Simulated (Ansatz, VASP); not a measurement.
# LiF (Griceite): VASP beside Ansatz

```
F Li
1.0
     0.00000    2.00048    2.00048
     2.00048    0.00000    2.00048
     2.00048    2.00048    0.00000
F Li
1 1
Cartesian
  2.0005 2.0005 2.0005
  0.0000 0.0000 0.0000
```

Change from the starting cell: volume scaled by 0.98.

Alike in both runs: task single point; functional PBEsol; k mesh 11 × 11 × 11; occupations fermi-dirac, width 0.05 eV; no spin polarisation.

|  | VASP | Ansatz |
| --- | --- | --- |
| version | VASP 6.6.1 | Ansatz 0.2.0 |
| potentials or method | VASP PAW PBE potentials, release 64 (F, Li_sv), cutoff 520 eV | all-electron LAPW, scalar-relativistic |

```csv
,VASP,Ansatz,Ansatz less VASP
gap on the k mesh at the Fermi level (eV),9.10,9.08,-0.026
least direct gap on the mesh (eV),9.10,9.08,-0.026
```

Ansatz ran all-electron here, so the differences hold the error of VASP's frozen core and of both bases.

Caveats: an odd mesh through Γ misses points on the zone boundary, where band edges often lie.
